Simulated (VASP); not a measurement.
# KCl (Sylvite) (Fm-3m) in VASP: notebook

The runs below take KCl (Sylvite) through single point, with RPBE, PBEsol.

All numbers are computed with VASP 6.6.1; they aren't measurements. Logs are shortened: lines on timing, memory, paths and dates and some standing lists are left out, and cuts for length are marked.

**The experiment to reproduce.**

A printed reference work, monograph reports, for a bulk crystal of KCl: band gap 8.68 eV.

The results are compared with them further down.

## 1. The cell of the first run

The structure is cubic, space group Fm-3m (No. 225). Conventional cell: a = 6.293 Å, b = 6.293 Å, c = 6.293 Å, α = 90.00°, β = 90.00°, γ = 90.00°. K (site symmetry m-3m) has 6 Cl at 3.15 Å within 4.1 Å. Within 4.1 Å of Cl (site symmetry m-3m) lie 6 K at 3.15 Å.

## 2. Single point, RPBE

INCAR reads:

```
SYSTEM = KCl
  PREC = Accurate
  ENCUT = 520
  EDIFF = 1E-7
  ISMEAR = 0
  SIGMA = 0.1
  LREAL = .FALSE.
  LASPH = .TRUE.
  NELM = 80
  ALGO = Normal
  ISIF = 2
  LWAVE = .FALSE.
  LCHARG = .TRUE.
  GGA = RP
  LELF = .TRUE.
  LVHAR = .TRUE.
  NBANDS = 15
```

KPOINTS reads:

```
regular mesh
0
G
  7 7 7
  0 0 0
```

POSCAR reads:

```
KCl
1.0
    0.0000000000      3.1464700000      3.1464700000
    3.1464700000      0.0000000000      3.1464700000
    3.1464700000      3.1464700000      0.0000000000
K Cl
1 1
Direct
    0.0000000000      0.0000000000      0.0000000000
    0.5000000000      0.5000000000      0.5000000000
```

Potentials or basis: VASP PAW PBE potentials, release 64 (K_sv, Cl).

Launch:

```bash
$ cat potpaw_PBE.64/K_sv/POTCAR potpaw_PBE.64/Cl/POTCAR > POTCAR
$ mpirun -np 1 vasp_std > vasp.out
```

OUTCAR:

```text
SYSTEM = KCl
   PREC = Accurate
   ENCUT = 520
   EDIFF = 1E-7
   ISMEAR = 0
   LREAL = .FALSE.
   LASPH = .TRUE.
   NELM = 80
   ISIF = 2
   GGA = RP

 ion  position               nearest neighbor table
   1  0.000  0.000  0.000-   2 3.15   2 3.15   2 3.15   2 3.15   2 3.15   2 3.15
   2  0.500  0.500  0.500-   1 3.15   1 3.15   1 3.15   1 3.15   1 3.15   1 3.15

  LATTYP: Found a face centered cubic cell.
 ALAT       =     6.2929400000

  Lattice vectors:

 A1 = (   0.0000000000,   3.1464700000,   3.1464700000)
 A2 = (   3.1464700000,   0.0000000000,   3.1464700000)
 A3 = (   3.1464700000,   3.1464700000,   0.0000000000)

Analysis of symmetry for initial positions (statically):
=====================================================================
 Subroutine PRICEL returns:
 Original cell was already a primitive cell.

 Routine SETGRP: Setting up the symmetry group for a
 face centered cubic supercell.

 Subroutine GETGRP returns: Found 48 space group operations
 (whereof 48 operations were pure point group operations)
 out of a pool of 48 trial point group operations.

The static configuration has the point symmetry O_h .

Analysis of symmetry for dynamics (positions and initial velocities):
=====================================================================
 Subroutine PRICEL returns:
 Original cell was already a primitive cell.

 Routine SETGRP: Setting up the symmetry group for a
 face centered cubic supercell.

 Subroutine GETGRP returns: Found 48 space group operations
 (whereof 48 operations were pure point group operations)
 out of a pool of 48 trial point group operations.

The dynamic configuration has the point symmetry O_h .

 Subroutine INISYM returns: Found 48 space group operations
 (whereof 48 operations are pure point group operations),
 and found     1 'primitive' translations

----------------------------------------------------------------------------------------

                                     Primitive cell

  volume of cell :      62.3018

  direct lattice vectors                    reciprocal lattice vectors
     0.000000000  3.146470000  3.146470000    -0.158908237  0.158908237  0.158908237
     3.146470000  0.000000000  3.146470000     0.158908237 -0.158908237  0.158908237
     3.146470000  3.146470000  0.000000000     0.158908237  0.158908237 -0.158908237

  length of vectors
     4.449780548  4.449780548  4.449780548     0.275237140  0.275237140  0.275237140

  position of ions in fractional coordinates (direct lattice)
[... 8 lines left out ...]
----------------------------------------------------------------------------------------

 KPOINTS: regular mesh

Automatic generation of k-mesh.
 Grid dimensions read from file:
 generate k-points for:    7    7    7

 Generating k-lattice:

  Cartesian coordinates                     Fractional coordinates (reciprocal lattice)
    -0.022701177  0.022701177  0.022701177     0.142857143  0.000000000  0.000000000
     0.022701177 -0.022701177  0.022701177     0.000000000  0.142857143  0.000000000
     0.022701177  0.022701177 -0.022701177     0.000000000  0.000000000  0.142857143

  Length of vectors
     0.039319591  0.039319591  0.039319591

  Shift w.r.t. Gamma in fractional coordinates (k-lattice)
     0.000000000  0.000000000  0.000000000

 Subroutine IBZKPT returns following result:
 ===========================================

 Found     20 irreducible k-points:

 Following reciprocal coordinates:
            Coordinates               Weight
  0.000000  0.000000  0.000000      1.000000
  0.142857  0.000000  0.000000      8.000000
  0.285714  0.000000  0.000000      8.000000
  0.428571  0.000000  0.000000      8.000000
  0.142857  0.142857  0.000000      6.000000
  0.285714  0.142857  0.000000     24.000000
[... 12 lines left out ...]
 -0.428571  0.428571  0.142857     24.000000
 -0.285714  0.428571  0.142857     24.000000
   k-points           NKPTS =     20   k-points in BZ     NKDIM =     20   number of bands    NBANDS=     15
   number of dos      NEDOS =    301   number of ions     NIONS =      2
   total plane-waves  NPLWV =  46656
   dimension x,y,z NGX =    36 NGY =   36 NGZ =   36
   dimension x,y,z NGXF=    72 NGYF=   72 NGZF=   72
   ions per type =               1   1
   NGX,Y,Z   is equivalent  to a cutoff of  13.45, 13.45, 13.45 a.u.
   NGXF,Y,Z  is equivalent  to a cutoff of  26.90, 26.90, 26.90 a.u.
 SYSTEM =  KCl
   PREC   = accura    normal or accurate (medium, high low for compatibility)
   ISTART =      0    job   : 0-new  1-cont  2-samecut
   ICHARG =      2    charge: 1-file 2-atom 10-const
   ISPIN  =      1    spin polarized calculation?
   LNONCOLLINEAR =      F non collinear calculations
   LSORBIT =      F    spin-orbit coupling
   LASPH  =      T    aspherical Exc in radial PAW
   ENCUT  =  520.0 eV  38.22 Ry    6.18 a.u.   8.27  8.27  8.27*2*pi/ulx,y,z
   NELM   =     80;   NELMIN=  2; NELMDL= -5     # of ELM steps
   EDIFF  = 0.1E-06   stopping-criterion for ELM
   LREAL  =      F    real-space projection
   EDIFFG = 0.1E-05   stopping-criterion for IOM
   NSW    =      0    number of steps for IOM
   IBRION =     -1    ionic relax: 0-MD 1-quasi-New 2-CG
   NFREE  =      0    steps in history (QN), initial steepest desc. (CG)
   ISIF   =      2    stress and relaxation
   ISYM   =      2    0-nonsym 1-usesym 2-fastsym
   POTIM  = 0.5000    time-step for ionic-motion
   TEBEG  =    0.0;   TEEND  =   0.0 temperature during run
   PSTRESS=    0.0 pullay stress
   NELECT =      16.0000    total number of electrons
   NUPDOWN=      -1.0000    fix difference up-down
   EMIN   =  10.00;   EMAX   =-10.00  energy-range for DOS
   EFERMI =   0.00;   METHOD = LEGACY
   ISMEAR =     0;   SIGMA  =   0.10  broadening in eV -4-tet -1-fermi 0-gaus
   EFERMI_NEDOS =   21; number of points for ismear=-14 and -15
   IALGO  =     38    algorithm
   IMIX   =      4    mixing-type and parameters
     AMIX     =   0.40;   BMIX     =  1.00
     AMIX_MAG =   1.60;   BMIX_MAG =  1.00
  volume/ion in A,a.u.               =      31.15       210.22
  Fermi-wavevector in a.u.,A,eV,Ry     =   1.040594  1.966437 14.732871  1.082835
  Thomas-Fermi vector in A             =   2.175177
   LORBIT       =      0    0 simple, 1 ext, 2 COOP (PROOUT), +10 PAW based schemes
   GGA     = RP    functional components
   LHFCALC =     F    Hartree Fock is set to
   AEXX    =    0.0000 exact exchange contribution
   IVDW    =     0    specifies the selected vdW correction
   LEPSILON=     F    determine dielectric tensor
   LRPA    =     F    only Hartree local field effects (RPA)
 non-spin polarized calculation
 Gauss-broadening in eV      SIGMA  =   0.10
  energy-cutoff  :      520.00
  volume of cell :       62.30
 maximum number of plane-waves:      1693
 NGX is ok and might be reduce to    36
   NGX = 17   NGY = 17   NGZ = 17

 number of electron      16.0000001 magnetization

 Free energy of the ion-electron system (eV)
  ---------------------------------------------------
  ext. energy  EPLUGINS =         0.00000000
  ---------------------------------------------------
  free energy    TOTEN  =        -6.45438556 eV

  energy without entropy =       -6.45438556  energy(sigma->0) =       -6.45438556

 E-fermi :  -1.1714     XC(G=0):  -7.1680

 val. band max:       -1.7026223730   @ k =   0.0000   0.0000   0.0000
 cond. band min:       3.8408707471   @ k =   0.0000   0.0000   0.0000
 fundamental gap:      5.5434931201
 Fermi energy:        -1.1713859345

 k-point     1 :       0.0000    0.0000    0.0000
  band No.  band energies     occupation
      1     -29.0190      2.00000
      2     -13.8161      2.00000
      3     -12.4340      2.00000
      4     -12.4340      2.00000
      5     -12.4340      2.00000
      6      -1.7026      2.00000
      7      -1.7026      2.00000
      8      -1.7026      2.00000
      9       3.8409      0.00000
     10       6.8654      0.00000
     11       6.8654      0.00000
     12       6.8654      0.00000
     13       7.6773      0.00000
     14       7.6773      0.00000
     15      11.7281      0.00000

 k-point     2 :       0.1429    0.0000    0.0000
  band No.  band energies     occupation
      1     -29.0171      2.00000
      2     -13.8569      2.00000
      3     -12.4356      2.00000
      4     -12.4356      2.00000
      5     -12.3830      2.00000
      6      -1.9275      2.00000
      7      -1.7648      2.00000
      8      -1.7648      2.00000
      9       4.3084      0.00000
     10       6.7498      0.00000
     11       7.1164      0.00000
     12       7.1164      0.00000
     13       7.9515      0.00000
     14       7.9515      0.00000
     15      12.3774      0.00000

 k-point     3 :       0.2857    0.0000    0.0000
  band No.  band energies     occupation
      1     -29.0128      2.00000
      2     -13.9400      2.00000
      3     -12.4393      2.00000
      4     -12.4393      2.00000
      5     -12.2766      2.00000
      6      -2.3611      2.00000
      7      -1.8985      2.00000
      8      -1.8985      2.00000
      9       5.3464      0.00000
     10       6.7374      0.00000
     11       7.8173      0.00000
     12       7.8173      0.00000
     13       8.6879      0.00000
     14       8.6879      0.00000
     15      11.7201      0.00000

 k-point     4 :       0.4286    0.0000    0.0000
  band No.  band energies     occupation
      1     -29.0094      2.00000
      2     -13.9999      2.00000
      3     -12.4422      2.00000
      4     -12.4422      2.00000
      5     -12.1976      2.00000
      6      -2.6611      2.00000
      7      -2.0004      2.00000
      8      -2.0004      2.00000
      9       6.1166      0.00000
     10       7.0787      0.00000
     11       8.7449      0.00000
     12       8.7449      0.00000
     13       9.5915      0.00000
     14       9.5915      0.00000
     15      10.7709      0.00000
[... 235 lines left out ...]
 k-point    18 :      -0.4286    0.2857    0.1429
  band No.  band energies     occupation
      1     -29.0074      2.00000
      2     -13.8992      2.00000
      3     -12.4935      2.00000
      4     -12.4691      2.00000
      5     -12.2969      2.00000
      6      -2.4491      2.00000
      7      -2.0770      2.00000
      8      -2.0173      2.00000
      9       6.3654      0.00000
     10       6.7661      0.00000
     11       8.3084      0.00000
     12       8.8581      0.00000
     13       9.3246      0.00000
     14       9.8096      0.00000
     15      10.2994      0.00000

 k-point    19 :      -0.4286    0.4286    0.1429
  band No.  band energies     occupation
      1     -29.0064      2.00000
      2     -13.8056      2.00000
      3     -12.5259      2.00000
      4     -12.4986      2.00000
      5     -12.3861      2.00000
      6      -2.3161      2.00000
      7      -2.0449      2.00000
      8      -2.0048      2.00000
      9       5.6854      0.00000
     10       7.0834      0.00000
     11       8.0851      0.00000
     12       8.9157      0.00000
     13       9.1111      0.00000
     14       9.8923      0.00000
     15      10.4597      0.00000

 k-point    20 :      -0.2857    0.4286    0.1429
  band No.  band energies     occupation
      1     -29.0061      2.00000
      2     -13.8337      2.00000
      3     -12.5320      2.00000
      4     -12.4982      2.00000
      5     -12.3392      2.00000
      6      -2.2554      2.00000
      7      -2.1829      2.00000
      8      -2.0509      2.00000
      9       6.2893      0.00000
     10       6.9924      0.00000
     11       8.0608      0.00000
     12       8.3861      0.00000
     13       9.7891      0.00000
     14       9.8779      0.00000
     15      10.7888      0.00000

------------------------ aborting loop because EDIFF is reached ----------------------------------------

  FORCE on cell =-STRESS in cart. coord.  units (eV):
  Direction    XX          YY          ZZ          XY          YZ          ZX
  --------------------------------------------------------------------------------------
  -------------------------------------------------------------------------------------
  Total        0.9241279      0.9241279      0.9241279      0.0000000      0.0000000      0.0000000
  in kB       23.7652217     23.7652217     23.7652217      0.0000000      0.0000000      0.0000000
  external PRESSURE =      23.7652217 kB  Pullay stress =       0.0000000 kB

 VOLUME and BASIS-vectors are now :
 -----------------------------------------------------------------------------
  energy-cutoff  :      520.00
  volume of cell :       62.30
      direct lattice vectors                 reciprocal lattice vectors
     0.000000000  3.146470000  3.146470000    -0.158908237  0.158908237  0.158908237
     3.146470000  0.000000000  3.146470000     0.158908237 -0.158908237  0.158908237
     3.146470000  3.146470000  0.000000000     0.158908237  0.158908237 -0.158908237

 POSITION                                       TOTAL-FORCE (eV/Angst)
 -----------------------------------------------------------------------------------
      0.00000      0.00000      0.00000         0.000000      0.000000      0.000000
      3.14647      3.14647      3.14647        -0.000000     -0.000000      0.000000
 -----------------------------------------------------------------------------------
    total drift:                                0.000000      0.000000      0.000000

  FREE ENERGIE OF THE ION-ELECTRON SYSTEM (eV)
  ---------------------------------------------------
  free  energy   TOTEN  =        -6.4543855618 eV

  energy  without entropy=       -6.4543855618  energy(sigma->0) =       -6.45438556
```

Run time: 17 s. Hardware: 1 thread of Intel Xeon Platinum 8488C (Sapphire Rapids), shared host; peak memory 0.2 GiB.

What came out:

```
Free energy            : -6.4544 eV
Pressure               : 2.4 GPa
Band gap on the k mesh : 5.54 eV, direct
```

Caveat: the PAW data sets were made with another functional, which shifts forces and pressure a little.

## 3. Single point, PBEsol

INCAR reads:

```
ALGO = Normal ; EDIFF = 1E-7
ENCUT = 520 ; GGA = PS
ISIF = 2 ; ISMEAR = 0
LASPH = T ; LCHARG = F
LREAL = F ; LWAVE = F
NBANDS = 15 ; NELM = 100
PREC = Accurate ; SIGMA = 0.1
```

KPOINTS reads:

```
k-points
0
Gamma
  7 7 7
```

POSCAR is that of step 2.

Potentials or basis: VASP PAW PBE potentials, release 64 (K_sv, Cl).

Launch:

```bash
$ cat potpaw_PBE.64/K_sv/POTCAR potpaw_PBE.64/Cl/POTCAR > POTCAR
$ mpirun -np 1 vasp_std > vasp.out
```

Wall time 16 s (1 thread of Intel Xeon Platinum 8488C (Sapphire Rapids), shared host); peak memory 0.2 GiB.

It converged, with:

```yaml
Free_energy: -7.0221 eV
Pressure: -0.4 GPa
Band_gap_on_the_k_mesh: 5.02 eV, direct
```

Levels at points of the mesh, in eV from the valence-band top:
```csv
k point,band 4,band 5,band 6,band 7,band 8,band 9,band 10,band 11,band 12,band 13
"(0.00, 0.00, 0.00)",-10.57,-10.57,0.00,0.00,0.00,5.02,8.29,8.29,8.29,9.18
```

Caveat: the PAW data sets were made with another functional, which shifts forces and pressure a little.

## 4. Comparison with measurements

Step 2. Against the measured gap of KCl, 8.68 eV (a printed reference work, monograph), the calculated 5.54 eV is off by -3.14 eV. The value is that of RPBE on a finite k mesh, which can miss the band edges, without temperature or zero-point motion. Semilocal functionals fall short of measured gaps as a rule.

Step 3. A measured gap of KCl is 8.68 eV (a printed reference work, monograph); the calculated 5.02 eV misses it by -3.66 eV. The value is that of PBEsol on a finite k mesh, which can miss the band edges, without temperature or zero-point motion. Semilocal functionals fall short of measured gaps as a rule.
